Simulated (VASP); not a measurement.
# SnTe (P6_3/mmc) in VASP: a series of runs

The runs below take SnTe through single point, with PBE, r2SCAN.

Program: VASP 6.6.1. These are calculated values, not measurements. Logs are shortened: lines on timing, memory, paths and dates and some standing lists are left out, and cuts for length are marked.

### Step 1. The crystal as given

The structure is hexagonal, space group P6_3/mmc (No. 194). The conventional cell has a = 4.394 Å, b = 4.394 Å, c = 7.870 Å, α = 90.00°, β = 90.00°, γ = 120.00°. Around Sn (site symmetry -3m) lie 6 Te at 3.21 Å. Around Te (site symmetry -6m2) lie 6 Sn at 3.21 Å.

The cell was built by a generator and needn't be a form met in nature.

### Step 2. Single point, PBE

INCAR

```
PREC = Accurate
ENCUT = 520
EDIFF = 1E-6
ISMEAR = -1
SIGMA = 0.02
LREAL = F
LASPH = T
NELM = 100
ALGO = Normal
ISIF = 2
LWAVE = F
LCHARG = F
GGA = PE
NBANDS = 28
```

KPOINTS

```
Automatic mesh
0
Gamma
  6 6 4
```

POSCAR

```
SnTe
1.0
    4.3938400140      0.0000000000      0.0000000000
   -2.1969200070      3.8051770723      0.0000000000
    0.0000000000      0.0000000000      7.8704071118
Sn Te
2 2
Direct
    0.0000000000      0.0000000000      0.0000000000
    0.0000000000      0.0000000000      0.5000000000
    0.3333333333      0.6666666667      0.2500000000
    0.6666666667      0.3333333333      0.7500000000
```

Potentials or basis: VASP PAW PBE potentials, release 64 (Sn_d, Te).

Started as:

```
> cat potpaw_PBE.64/Sn_d/POTCAR potpaw_PBE.64/Te/POTCAR > POTCAR
> mpirun -np 1 vasp_std > vasp.out
```

OUTCAR:

```text
PREC = Accurate
   ENCUT = 520
   EDIFF = 1E-6
   ISMEAR = -1
   LREAL = F
   LASPH = T
   NELM = 100
   ISIF = 2
   GGA = PE

 ion  position               nearest neighbor table
   1  0.000  0.000  0.000-   3 3.21   4 3.21   4 3.21   3 3.21   4 3.21   3 3.21
   2  0.000  0.000  0.500-   3 3.21   4 3.21   4 3.21   3 3.21   4 3.21   3 3.21
   3  0.333  0.667  0.250-   1 3.21   2 3.21   1 3.21   2 3.21   1 3.21   2 3.21
   4  0.667  0.333  0.750-   1 3.21   2 3.21   1 3.21   2 3.21   1 3.21   2 3.21

  LATTYP: Found a hexagonal cell.
 ALAT       =     4.3938400140
 C/A-ratio  =     1.7912366146

  Lattice vectors:

 A1 = (   4.3938400140,   0.0000000000,   0.0000000000)
 A2 = (  -2.1969200070,   3.8051770723,   0.0000000000)
 A3 = (   0.0000000000,   0.0000000000,   7.8704071118)

Analysis of symmetry for initial positions (statically):
=====================================================================
 Subroutine PRICEL returns:
 Original cell was already a primitive cell.

 Routine SETGRP: Setting up the symmetry group for a
 hexagonal supercell.

 Subroutine GETGRP returns: Found 24 space group operations
 (whereof 12 operations were pure point group operations)
 out of a pool of 24 trial point group operations.

The static configuration has the point symmetry D_3d.
 The point group associated with its full space group is D_6h.

Analysis of symmetry for dynamics (positions and initial velocities):
=====================================================================
 Subroutine PRICEL returns:
 Original cell was already a primitive cell.

 Routine SETGRP: Setting up the symmetry group for a
 hexagonal supercell.

 Subroutine GETGRP returns: Found 24 space group operations
 (whereof 12 operations were pure point group operations)
 out of a pool of 24 trial point group operations.

The dynamic configuration has the point symmetry D_3d.
 The point group associated with its full space group is D_6h.

 Subroutine INISYM returns: Found 24 space group operations
 (whereof 12 operations are pure point group operations),
 and found     1 'primitive' translations

----------------------------------------------------------------------------------------

                                     Primitive cell

  volume of cell :     131.5880

  direct lattice vectors                    reciprocal lattice vectors
     4.393840014  0.000000000  0.000000000     0.227591354  0.131399930  0.000000000
    -2.196920007  3.805177072  0.000000000     0.000000000  0.262799860  0.000000000
[... 85 lines left out ...]
   EDIFF  = 0.1E-05   stopping-criterion for ELM
   LREAL  =      F    real-space projection
   EDIFFG = 0.1E-04   stopping-criterion for IOM
   NSW    =      0    number of steps for IOM
   IBRION =     -1    ionic relax: 0-MD 1-quasi-New 2-CG
   NFREE  =      0    steps in history (QN), initial steepest desc. (CG)
   ISIF   =      2    stress and relaxation
   ISYM   =      2    0-nonsym 1-usesym 2-fastsym
   POTIM  = 0.5000    time-step for ionic-motion
   TEBEG  =    0.0;   TEEND  =   0.0 temperature during run
   PSTRESS=    0.0 pullay stress
   NELECT =      40.0000    total number of electrons
   NUPDOWN=      -1.0000    fix difference up-down
   EMIN   =  10.00;   EMAX   =-10.00  energy-range for DOS
   EFERMI =   0.00;   METHOD = LEGACY
   ISMEAR =    -1;   SIGMA  =   0.02  broadening in eV -4-tet -1-fermi 0-gaus
   EFERMI_NEDOS =   21; number of points for ismear=-14 and -15
   IALGO  =     38    algorithm
   IMIX   =      4    mixing-type and parameters
     AMIX     =   0.40;   BMIX     =  1.00
     AMIX_MAG =   1.60;   BMIX_MAG =  1.00
  volume/ion in A,a.u.               =      32.90       222.00
  Fermi-wavevector in a.u.,A,eV,Ry     =   1.100752  2.080119 16.485560  1.211654
  Thomas-Fermi vector in A             =   2.237168
   LORBIT       =      0    0 simple, 1 ext, 2 COOP (PROOUT), +10 PAW based schemes
   GGA     = PE    functional components
   LHFCALC =     F    Hartree Fock is set to
   AEXX    =    0.0000 exact exchange contribution
   IVDW    =     0    specifies the selected vdW correction
   LEPSILON=     F    determine dielectric tensor
   LRPA    =     F    only Hartree local field effects (RPA)
 non-spin polarized calculation
  energy-cutoff  :      520.00
  volume of cell :      131.59
 maximum number of plane-waves:      3563
 NGX is ok and might be reduce to    36
   NGX = 17   NGY = 17   NGZ = 29

 number of electron      39.9999990 magnetization

 Free energy of the ion-electron system (eV)
  ---------------------------------------------------
  ext. energy  EPLUGINS =         0.00000000
  ---------------------------------------------------
  free energy    TOTEN  =       -14.93506296 eV

  energy without entropy =      -14.93375775  energy(sigma->0) =      -14.93441035

 E-fermi :   6.2366     XC(G=0):  -9.2614

 val. band max:        6.2026705053   @ k =   0.3333   0.3333   0.5000
 cond. band min:       6.2911292899   @ k =   0.5000  -0.0000   0.0000
 fundamental gap:      0.0884587846
 Fermi energy:         6.2366226718

 k-point     1 :       0.0000    0.0000    0.0000
  band No.  band energies     occupation
      1     -15.5552      2.00000
      2     -15.5486      2.00000
      3     -15.5486      2.00000
      4     -15.5442      2.00000
      5     -15.5442      2.00000
      6     -15.5397      2.00000
[... 640 lines left out ...]
     27      12.4655      0.00000
     28      12.4655      0.00000

------------------------ aborting loop because EDIFF is reached ----------------------------------------

  FORCE on cell =-STRESS in cart. coord.  units (eV):
  Direction    XX          YY          ZZ          XY          YZ          ZX
  --------------------------------------------------------------------------------------
  -------------------------------------------------------------------------------------
  Total        0.5237788      0.5237788      0.5388833      0.0000000     -0.0000000      0.0000000
  in kB        6.3773790      6.3773790      6.5612864      0.0000000     -0.0000000      0.0000000
  external PRESSURE =       6.4386815 kB  Pullay stress =       0.0000000 kB

 VOLUME and BASIS-vectors are now :
 -----------------------------------------------------------------------------
  energy-cutoff  :      520.00
  volume of cell :      131.59
      direct lattice vectors                 reciprocal lattice vectors
     4.393840014  0.000000000  0.000000000     0.227591354  0.131399930  0.000000000
    -2.196920007  3.805177072  0.000000000     0.000000000  0.262799860  0.000000000
     0.000000000  0.000000000  7.870407112     0.000000000  0.000000000  0.127058230

 POSITION                                       TOTAL-FORCE (eV/Angst)
 -----------------------------------------------------------------------------------
      0.00000      0.00000      0.00000        -0.000000      0.000000      0.000000
      0.00000      0.00000      3.93520        -0.000000      0.000000      0.000000
     -0.00000      2.53678      1.96760        -0.000000     -0.000000     -0.000000
      2.19692      1.26839      5.90281         0.000000      0.000000      0.000000
 -----------------------------------------------------------------------------------
    total drift:                               -0.000000      0.000000      0.000000

  FREE ENERGIE OF THE ION-ELECTRON SYSTEM (eV)
  ---------------------------------------------------
  free  energy   TOTEN  =       -14.9350629563 eV

  energy  without entropy=      -14.9337577470  energy(sigma->0) =      -14.93441035
```

It took 31 s on 1 thread of Intel Xeon 6975P-C (Granite Rapids), shared host; peak memory 0.29 GiB.

Results:

| Item | Value |
| --- | --- |
| Free energy | -14.9351 eV |
| Pressure | 0.6 GPa |
| Band gap on the k mesh | none (metal or under the smearing width) |

Levels at points of the mesh, in eV from the Fermi level:
```csv
k point,band 18,band 19,band 20,band 21,band 22,band 23
"(0.00, 0.00, 0.00)",-1.26,-1.26,0.17,0.91,1.80,1.80
"(0.50, 0.00, 0.00)",-1.50,-1.35,-0.75,0.05,0.65,1.53
"(0.00, 0.00, 0.50)",-1.48,-1.14,-1.14,1.92,1.92,1.92
"(0.50, 0.00, 0.50)",-2.78,-2.52,-2.52,1.71,1.71,2.57
```

The run has no spin-orbit coupling, so splittings on Te are missing.

### Step 3. Single point, r2SCAN

POSCAR is that of step 2.

INCAR.step1

```
PREC = Accurate
ENCUT = 520
ISMEAR = -1
SIGMA = 0.02
LREAL = False
LASPH = True
NELM = 100
NBANDS = 28
GGA = PE
ALGO = Normal
EDIFF = 1E-4
LWAVE = True
LCHARG = False
```

INCAR.step2

```
PREC = Accurate
ENCUT = 520
EDIFF = 1E-6
ISMEAR = -1
SIGMA = 0.02
LREAL = False
LASPH = True
NELM = 100
ALGO = Normal
ISIF = 2
LWAVE = False
LCHARG = False
METAGGA = R2SCAN
LMIXTAU = True
NBANDS = 28
ISTART = 1
```

KPOINTS is that of step 2.

Potentials or basis: VASP PAW PBE potentials, release 64 (Sn_d, Te).

Started as:

```
> cat potpaw_PBE.64/Sn_d/POTCAR potpaw_PBE.64/Te/POTCAR > POTCAR
> cp INCAR.step1 INCAR
> mpirun -np 1 vasp_std > vasp.out
> cp INCAR.step2 INCAR
> mpirun -np 1 vasp_std > vasp.out
```

OUTCAR:

```text
PREC = Accurate
   ENCUT = 520
   EDIFF = 1E-6
   ISMEAR = -1
   LREAL = False
   LASPH = True
   NELM = 100
   ISIF = 2
   METAGGA = R2SCAN
   ISTART = 1

 ion  position               nearest neighbor table
   1  0.000  0.000  0.000-   3 3.21   4 3.21   4 3.21   3 3.21   4 3.21   3 3.21
   2  0.000  0.000  0.500-   3 3.21   4 3.21   4 3.21   3 3.21   4 3.21   3 3.21
   3  0.333  0.667  0.250-   1 3.21   2 3.21   1 3.21   2 3.21   1 3.21   2 3.21
   4  0.667  0.333  0.750-   1 3.21   2 3.21   1 3.21   2 3.21   1 3.21   2 3.21

  LATTYP: Found a hexagonal cell.
[... 848 lines left out ...]
  --------------------------------------------------------------------------------------
  -------------------------------------------------------------------------------------
  Total       -0.0182791     -0.0182791      0.0001935      0.0000000      0.0000000      0.0000000
  in kB       -0.2225607     -0.2225607      0.0023562      0.0000000      0.0000000      0.0000000
  external PRESSURE =      -0.1475884 kB  Pullay stress =       0.0000000 kB

 VOLUME and BASIS-vectors are now :
 -----------------------------------------------------------------------------
  energy-cutoff  :      520.00
  volume of cell :      131.59
      direct lattice vectors                 reciprocal lattice vectors
     4.393840014  0.000000000  0.000000000     0.227591354  0.131399930  0.000000000
    -2.196920007  3.805177072  0.000000000     0.000000000  0.262799860  0.000000000
     0.000000000  0.000000000  7.870407112     0.000000000  0.000000000  0.127058230

 POSITION                                       TOTAL-FORCE (eV/Angst)
 -----------------------------------------------------------------------------------
      0.00000      0.00000      0.00000        -0.000000     -0.000000      0.000000
      0.00000      0.00000      3.93520        -0.000000     -0.000000      0.000000
     -0.00000      2.53678      1.96760         0.000000      0.000000     -0.000000
      2.19692      1.26839      5.90281        -0.000000     -0.000000      0.000000
 -----------------------------------------------------------------------------------
    total drift:                               -0.000000      0.000000      0.000000

  FREE ENERGIE OF THE ION-ELECTRON SYSTEM (eV)
  ---------------------------------------------------
  free  energy   TOTEN  =      -101.1403262434 eV

  energy  without entropy=     -101.1396555416  energy(sigma->0) =     -101.13999089
```

OUTCAR.step1:

```text
PREC = Accurate
   ENCUT = 520
   ISMEAR = -1
   LREAL = False
   LASPH = True
   NELM = 100
[... 876 lines left out ...]
      0.00000      0.00000      3.93520        -0.000000     -0.000000     -0.000000
     -0.00000      2.53678      1.96760         0.000000     -0.000000      0.000000
      2.19692      1.26839      5.90281        -0.000000      0.000000     -0.000000
 -----------------------------------------------------------------------------------
    total drift:                               -0.000000      0.000000      0.000000

  FREE ENERGIE OF THE ION-ELECTRON SYSTEM (eV)
  ---------------------------------------------------
  free  energy   TOTEN  =       -14.9350562962 eV

  energy  without entropy=      -14.9337487367  energy(sigma->0) =      -14.93440252
```

OSZICAR.step1:

```text
N       E                     dE             d eps       ncg     rms          rms(c)
DAV:   1     0.336347365432E+03    0.33635E+03   -0.18397E+04  1180   0.165E+03
DAV:   2     0.286118415300E+02   -0.30774E+03   -0.30064E+03  1200   0.433E+02
DAV:   3    -0.130879086999E+02   -0.41700E+02   -0.40680E+02  1464   0.143E+02
DAV:   4    -0.150019317533E+02   -0.19140E+01   -0.19066E+01  1352   0.314E+01
DAV:   5    -0.150745249819E+02   -0.72593E-01   -0.72580E-01  1640   0.648E+00    0.600E+00
DAV:   6    -0.149330735462E+02    0.14145E+00   -0.32285E-01  1428   0.316E+00    0.388E+00
DAV:   7    -0.149379577967E+02   -0.48843E-02   -0.16300E-01  1336   0.153E+00    0.718E-01
DAV:   8    -0.149345110508E+02    0.34467E-02   -0.29160E-02  1308   0.100E+00    0.441E-01
DAV:   9    -0.149353101201E+02   -0.79907E-03   -0.25586E-03  1284   0.345E-01    0.147E-01
DAV:  10    -0.149350441678E+02    0.26595E-03   -0.98304E-04  1176   0.217E-01    0.568E-02
DAV:  11    -0.149350562962E+02   -0.12128E-04   -0.13835E-04   796   0.549E-02
   1 F= -.14935056E+02 E0= -.14934403E+02  d E =-.130756E-02
```

Wall time 2.4 min (1 thread of Intel Xeon 6975P-C (Granite Rapids), shared host); peak memory 0.33 GiB.

Results:

| Property | Result |
| --- | --- |
| Free energy | -101.1403 eV |
| Pressure | 0.0 GPa |
| Band gap on the k mesh | none (metal or under the smearing width) |

Caveat: the PAW data sets were made with another functional, which shifts forces and pressure a little. Spin-orbit coupling is left out, which matters for the levels of Te.
